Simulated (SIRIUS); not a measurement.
MgO, 2 atoms in the cell. It takes space group P-6m2 (No. 187, hexagonal). Conventional cell: a = 2.938 Å, b = 2.938 Å, c = 2.680 Å, α = 90.00°, β = 90.00°, γ = 120.00°. Around Mg (site symmetry -6m2) lie 6 O at 2.16 Å. O (site symmetry -6m2) is surrounded by 6 Mg at 2.16 Å. Measurements of this composition are mostly on another form, of space group No. 225.

* Program: SIRIUS 7.10.0
* Task: single point
* Functional: PBEsol
* Potentials or basis: PseudoDojo 0.4.1 PBEsol standard (scalar relativistic)
* Cutoff: 1152 eV
* Density cutoff: 4606 eV
* k mesh: 10 × 10 × 10
* Occupations: fermi-dirac, width 0.05 eV
* Spin: no spin polarisation
* Libxc names: ["XC_GGA_X_PBE_SOL", "XC_GGA_C_PBE_SOL"]
* Energy tol: 1e-08 Ha
* Density tol: 1e-06
* Mixer: anderson
* Mixing beta: 0.7
* Max scf: 100
* Radial cutoff for the potentials' integrals: 6.5 bohr

Potentials or basis: PseudoDojo 0.4.1 PBEsol standard (scalar relativistic).

Run with:

```bash
$ upf_to_json O.upf
$ upf_to_json Mg.upf
$ OMP_NUM_THREADS=1 sirius.scf --input=sirius.json --output=out.json --task=0
```

Hardware: 1 thread of Arm Neoverse V2 (shared host).

Q: How long does it take, and how much memory?

A: Run time: 31 s on 1 thread of Arm Neoverse V2 (shared host), peak memory 0.34 GiB. Counts: scf iterations 12, k points 84, plane waves 1749, bands 15.
